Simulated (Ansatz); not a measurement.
The structure below was relaxed with r2SCAN (Ansatz, a program for electronic structure, PAW, spin-orbit coupling left out), earlier PAW set, at pressure 30 GPa.

Space group P6₃mc (No. 186); a = b = 3.3841 Å, c = 5.4021 Å, α = β = 90.00°, γ = 120.00°

```csv
atom,site,symmetry,x,y,z
In,2b,3m.,0.6667,0.3333,0.0039
N,2b,3m.,0.3333,0.6667,0.1213
```

Q: Write out a cell with all atoms.

A: 
```cif
data_In2N2
_chemical_formula_sum 'In2 N2'
_space_group_name_H-M_alt 'P 1'
_space_group_IT_number 1
_cell_length_a 3.38407
_cell_length_b 3.38407
_cell_length_c 5.40215
_cell_angle_alpha 90.000
_cell_angle_beta 90.000
_cell_angle_gamma 120.000
loop_
_space_group_symop_operation_xyz
  'x, y, z'
loop_
_atom_site_label
_atom_site_type_symbol
_atom_site_fract_x
_atom_site_fract_y
_atom_site_fract_z
_atom_site_occupancy
In1 In 0.66667 0.33333 0.00386 1
In2 In 0.33333 0.66667 0.50386 1
N1 N 0.66667 0.33333 0.62134 1
N2 N 0.33333 0.66667 0.12134 1
```
This is the conventional cell.

Load acts through the strain it causes; cell and atoms are relaxed under it. Stability against distortions was not tested. Tetrahedral semiconductors of this kind turn to denser phases somewhere between about 1 and 50 GPa; those were not computed, so compressed cells here can lie past the real transition. The cell was made from InN in the wurtzite structure (space group P6_3mc, No. 186) by this change: pressure 30 GPa.
